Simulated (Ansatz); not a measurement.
MgTe (F-43m) at 3 levels of theory

One geometry, relaxed with PBE; plane waves with PAW potentials in Ansatz, scalar-relativistic unless the row names spin-orbit coupling. No spin polarisation but for the spin–orbit row. Gaps are the least over mesh and band path; pressure is positive in compression.

```
CELL_PARAMETERS angstrom
0.00000 3.25466 3.25466
3.25466 0.00000 3.25466
3.25466 3.25466 0.00000
ATOMIC_POSITIONS crystal
Mg 0.00000 0.00000 0.00000
Te 0.25000 0.25000 0.25000
```

| level | cutoff (eV) | k mesh | gap (eV) | pressure (GPa) |
| --- | --- | --- | --- | --- |
| PBE | 420 | 8×8×8 | 2.33 | 0.0 |
| r2SCAN | 500 | 8×8×8 | 3.01 | -0.7 |
| PBE with spin-orbit coupling | 420 | 8×8×8 | 2.07 | 0.0 |

Spin-orbit coupling matters for the bands of heavy elements and enters only rows that name it.

It was relaxed from a Materials Project cell.
